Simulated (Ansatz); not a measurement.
HfO2, 12 atoms in the cell. The structure is orthorhombic, space group Pca2_1 (No. 29). Conventional cell: a = 5.219 Å, b = 5.005 Å, c = 5.033 Å, α = 90.00°, β = 90.00°, γ = 90.00°. Hf (site symmetry 1) has 7 O at 2.02 to 2.23 Å as nearest neighbours. O (site symmetry 1) is surrounded by 3 Hf at 2.02 to 2.13 Å. O (site symmetry 1) has 4 Hf at 2.11 to 2.23 Å as nearest neighbours. Measurements of this composition are mostly on another form, of space group No. 14.

- Program: Ansatz 0.2.0
- Task: single point
- Functional: PBE
- Potentials or basis: Ansatz PAW
- Cutoff: 600 eV
- Density cutoff: 2400 eV
- k mesh: 5 × 6 × 5
- Occupations: fermi-dirac, width 0.05 eV
- Spin: no spin polarisation

Potentials or basis: Ansatz PAW.

The run is started by

```bash
$ ansatz run input.yaml --threads 2 --pin off --max-ram 5120MiB --backend cpu --events-out ev --progress --plain --runs-dir out
```

Hardware: 2 threads of Intel(R) Xeon(R) 6975P-C (Granite Rapids), with other jobs on the host.

Problem. How long does it take, and how much memory?

Solution. It took 16 s on 2 threads of Intel(R) Xeon(R) 6975P-C (Granite Rapids) (shared host), peak memory 0.9 GiB. Counts: scf iterations 7, plane waves 4415, k points 36, bands 92.
